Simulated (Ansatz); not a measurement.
# MoSe2: the cost of one run

Program: Ansatz 0.2.0. Level of theory: DFT PBE+U (U_eff = 5 eV on Mo d, around-mean-field double counting), plane waves, PAW. These are calculated values, not measurements.

The COD entry's cell or inner coordinates are ideal or old and differ from later refinements, so a difference from it is no clean test against experiment.

1 further run of the same task is left out (it didn't finish).

### 1 The system as given

The structure is hexagonal, space group P6_3/mmc (No. 194). The conventional cell has a = 3.288 Å, b = 3.288 Å, c = 12.900 Å, α = 90.00°, β = 90.00°, γ = 120.00°. Mo (site symmetry -6m2) has 6 Se at 2.49 Å as nearest neighbours. Se (site symmetry 3m) has 3 Mo at 2.49 Å as nearest neighbours.

Structure file:

```
CELL_PARAMETERS angstrom
3.28800 0.00000 0.00000
-1.64400 2.84749 0.00000
0.00000 0.00000 12.90000
ATOMIC_POSITIONS crystal
Mo 0.33333 0.66667 0.25000
Mo 0.66667 0.33333 0.75000
Se 0.33333 0.66667 0.62500
Se 0.66667 0.33333 0.12500
Se 0.33333 0.66667 0.87500
Se 0.66667 0.33333 0.37500
```

An earlier series on this cell reached its lowest free state from «total moment held at first, then free, 2.00 μB per cell», perhaps among other starts (it ended without moments).

### 2 Ferrimagnetic site moments held at first, then free

input.yaml

```yaml
crystal:
  lattice:
    - [3.28799957, 0.0, 0.0]
    - [-1.64399979, 2.84749116, 0.0]
    - [0.0, 0.0, 12.90000092]
  atoms:
    - { symbol: Mo, position: [0.3333333333, 0.6666666667, 0.25], spin: 2.0 }
    - { symbol: Mo, position: [0.6666666667, 0.3333333333, 0.75], spin: -0.8 }
    - { symbol: Se, position: [0.3333333333, 0.6666666667, 0.625] }
    - { symbol: Se, position: [0.6666666667, 0.3333333333, 0.125] }
    - { symbol: Se, position: [0.3333333333, 0.6666666667, 0.875] }
    - { symbol: Se, position: [0.6666666667, 0.3333333333, 0.375] }
basis:
  ecutwfc: 420
  ecutrho_ratio: 4
kpoints:
  mp_grid: { grid: [7, 7, 2] }
hamiltonian:
  xc: pbe
  hubbard:
    sites: [{ site: 0, l: d, u_eff: 5.0 }, { site: 1, l: d, u_eff: 5.0 }]
    double_counting: amf
scf:
  occupations: { method: gaussian, width: 0.05 }
  lower_state_search: "off"
  max_iter: 150
output:
  forces: true
  stress: true
  eigenvalues: true
  populations: true
  hubbard: { sites: [{ site: 0, l: d }, { site: 1, l: d }] }
magnetization:
  spin_polarized: true
  spin_locking: { lock_spins: true, n_iters: 12 }
```

The lock is temporary (n_iters 12) and is released on the way.

On the command line:

```
ansatz run input.yaml --threads 4 --pin off --max-ram 6144MiB --backend cpu --events-out ev --progress --plain --runs-dir out
```

Q: Estimate wall time and peak memory on 4 threads of Intel Xeon 6975P-C (Granite Rapids), shared host.

About 11 s, with a peak of 0.63 GiB.
